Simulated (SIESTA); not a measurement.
# A worked fit of the energy of slabs against their depth, with one run withheld: a (100) slab of LiI (cut from a parent of space group no. 225; 4 atoms in the cell)

```yaml
crystal:
  lattice:
    - [4.27807, 0.00000, 0.00000]
    - [-4.27807, 4.27807, 0.00000]
    - [0.00000, 0.00000, 17.02501]
  atoms:
    - { symbol: I, position: [0.00000, 0.00000, 0.41116] }
    - { symbol: I, position: [0.00000, 0.50000, 0.58884] }
    - { symbol: Li, position: [0.00000, 0.00000, 0.58884] }
    - { symbol: Li, position: [0.00000, 0.50000, 0.41116] }
```
(The smallest cell of the table.)

Method: GGA PBE, numerical atomic orbitals DZP, PseudoDojo PBE standard norm-conserving potentials (rewritten from UPF to PSML) (SIESTA).

Base settings: XC.functional = GGA; XC.authors = PBE; potentials = PseudoDojo PBE standard; PAO.BasisSize = DZP; PAO.EnergyShift = 0.01 Ry; MeshCutoff = 300 Ry; kgrid.MonkhorstPack = 7 7 1; OccupationFunction = FD; ElectronicTemperature = 50 meV; PAO.Polarization.NonPerturbative = true.

The starting cell has typed, rounded lattice constants, without a prior relaxation at this level. The slab is cut from that crystal, and its faces are unrelaxed. Its lattice was rescaled by up to half a per cent. Spin polarisation is off, though cut faces can carry moments; a gap of a slab can lie between surface states. Values carry the incompleteness of an atom-centred basis.

Deep slabs follow E = 2Aγ + N·e, so a straight line through E against N gives the surface energy without a separate bulk run; a round N·e is taken off to keep the numbers short. The area A is 18.302 Å².

| atoms N | E − N·(-274.629 eV) (eV) |
|---|---|
| 4 | 0.3971 |
| 8 | 0.3023 |
| 12 | ? |
| 16 | 0.1055 |
| 20 | 0.0054 |

Q: Fit the line to the 4 rows given and predict the withheld one.

A: Means: x̄ = 12.000, ȳ = 0.20258. Σ(x − x̄)(y − ȳ) = -3.921 and Σ(x − x̄)² = 160.0, so b = -0.02451 and a = ȳ − b·x̄ = 0.49670; γ = a/2A = 0.217 J/m² (unrelaxed) and e = -274.6535 eV per atom. The largest residual of the fitted rows is 0.0017. At x = 12 the line gives 0.2026 eV. The run gave 0.2043 eV, a miss of 0.0017 eV. The rows were chosen because the form fits them, the withheld one included, so this shows the method and is no test of the form.
